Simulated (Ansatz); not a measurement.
Zn:

```xyz
2
Lattice="2.6700 0.0000 0.0000 -1.3350 2.3123 0.0000 0.0000 0.0000 4.9660" Properties=species:S:1:pos:R:3 pbc="T T T"
Zn    1.3350    0.7708    3.7245
Zn    0.0000    1.5415    1.2415
```

- Program: Ansatz 0.2.0
- Task: relaxation of cell and atoms
- Functional: PBEsol0
- Potentials or basis: Ansatz PAW
- Cutoff: 420 eV (not typed: the program's choice for these potentials)
- k mesh: 6 × 6 × 3
- Occupations: fermi-dirac, width 0.05 eV
- Spin: no spin polarisation

At the start: volume 15.33 Å³/atom.

Q: How do energy, volume and symmetry change on relaxing?

A: It ends after 6 steps and the volume is 14.60 Å³/atom (-4.7 %); space group P6_3/mmc (No. 194, to 0.05 Å).

Step by step:
```tsv
step	energy change (eV)	largest force (eV/Å)	volume (Å³)
1	0.0000	0.0000	30.66
2	-0.0412	0.0000	29.80
3	-0.0448	0.0000	28.88
4	-0.0454	0.0000	29.23
5	-0.0454	0.0000	29.21
6	-0.0440	0.0000	29.21
```

Final structure:
```
Zn
1.0
     2.59383    0.00000    0.00000
    -1.29691    2.24632    0.00000
     0.00000    0.00000    5.01263
Zn
2
Cartesian
  1.2969 0.7488 3.7595
  0.0000 1.4975 1.2532
```

Caveat: the k mesh is coarse (spacing up to 0.45 Å⁻¹), so the values aren't converged, least of all with exact exchange; the plane-wave basis is chosen anew once the cell has moved, so the energies of steps on either side of that aren't comparable; the PAW data sets come from PBE, with cores solved anew for the run's functional, which leaves a small shift of forces and pressure.
